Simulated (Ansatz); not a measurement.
Gd:

```xyz
2
Lattice="3.6360 0.0000 0.0000 -1.8180 3.1489 0.0000 0.0000 0.0000 5.7826" Properties=species:S:1:pos:R:3 pbc="T T T"
Gd    1.8180    1.0496    4.3369
Gd    0.0000    2.0992    1.4457
```

```yaml
Program: Ansatz 0.2.0
Task: relaxation of cell and atoms
Functional: RPBE
Potentials_or_basis: all-electron LAPW, scalar-relativistic
Basis_error_allowed: 0.001 eV/atom
k_mesh: 8 × 8 × 5
Occupations: fermi-dirac, width 0.05 eV
Spin: collinear spin, ferromagnetic start
Starting_moments: "[7.0, 7.0] μB"
```

At the start: volume 33.10 Å³/atom.

**Question.** Where does the relaxation end?

**Answer.** Over 5 steps the energy falls by 16.3 meV/atom and the volume is 35.44 Å³/atom (+7.1 %); space group P6_3/mmc (No. 194, to 0.05 Å); moment 15.34 μB per cell.

Step by step:
| step | energy change (eV) | largest force (eV/Å) | volume (Å³) |
| --- | --- | --- | --- |
| 1 | 0.0000 | 0.0000 | 66.21 |
| 2 | -0.0320 | 0.0000 | 70.23 |
| 3 | -0.0327 | 0.0000 | 70.83 |
| 4 | -0.0327 | 0.0000 | 70.89 |
| 5 | -0.0327 | 0.0000 | 70.89 |

Final structure:
```yaml
crystal:
  lattice:
    - [3.70950, 0.00000, 0.00000]
    - [-1.85475, 3.21252, 0.00000]
    - [0.00000, 0.00000, 5.94868]
  atoms:
    - { symbol: Gd, position: [0.66667, 0.33333, 0.75000] }
    - { symbol: Gd, position: [0.33333, 0.66667, 0.25000] }
```

Caveat: an open f shell can end in a state above the lowest.
